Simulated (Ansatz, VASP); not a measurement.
**AlRu in VASP and in Ansatz**

INCAR

```
PREC = Accurate
ENCUT = 600
EDIFF = 1E-6
ISMEAR = 0
SIGMA = 0.1
LREAL = F
LASPH = T
NELM = 60
ALGO = Fast
ISIF = 3
LWAVE = F
LCHARG = F
GGA = PE
IBRION = 2
NSW = 90
EDIFFG = -0.04
```

The input KPOINTS:

```
regular mesh
0
Gamma
  6 6 4
```

The input POSCAR:

```
AlRu
1.0
    2.8469347900      0.0000000000      0.0000000000
    0.0000000000      2.8469347900      0.0000000000
    0.0000000000      0.0000000000      4.0123125700
Al Ru
1 1
Direct
    0.0000000000      0.0000000000      0.0000000000
    0.5000000000      0.5000000000      0.0000000000
```

Input for Ansatz:

```yaml
crystal:
  lattice:
    - [2.84693479, 0.0, 0.0]
    - [0.0, 2.84693479, 0.0]
    - [0.0, 0.0, 4.01231257]
  atoms:
    - { symbol: Al, position: [0.0, 0.0, 0.0] }
    - { symbol: Ru, position: [0.5, 0.5, 0.0] }
basis:
  ecutwfc: 420
kpoints:
  mp_grid: { grid: [6, 6, 4] }
hamiltonian:
  xc: pbe
scf:
  occupations: { method: gaussian, width: 0.1 }
  lower_state_search: "off"
output:
  forces: true
  stress: true
  eigenvalues: true
relax:
  adjacent_minimum: "off"
  f_tol: 0.04
  max_steps: 70
  cell: { stress_tol: 0.4 }
```

Alike in both runs: task relaxation of cell and atoms; functional PBE; k mesh 6 × 6 × 4; occupations gaussian, width 0.1 eV; no spin polarisation.

|  | VASP | Ansatz |
| --- | --- | --- |
| version | VASP 6.6.1 | Ansatz 0.2.0 |
| potentials or method | VASP PAW PBE potentials, release 64 (Al, Ru_pv) | scalar-relativistic, plane waves, PAW |
| plane-wave cutoff (eV) | 600 | 420 |
| valence electrons in the cell | 17 | 19 |

|  | VASP | Ansatz | Ansatz less VASP |
| --- | --- | --- | --- |
| gap on the k mesh at the Fermi level, each at its own relaxed structure (eV) | none | none | - |
| relaxed volume (Å³/atom) | 16.19 | 16.22 | +0.023 |
| relaxed cell length with the largest relative difference (Å) | 3.549 | 3.552 | +0.0025 |
| energy change over the relaxation (meV/atom) | -2703 | -2700 | +3.9 |

A gap of «none» marks a metal or a gap that the smearing closes. The two sets of potentials don't hold the same shells in valence.

Caveats: the k mesh is coarse (spacing up to 0.39 Å⁻¹), so the values aren't converged.
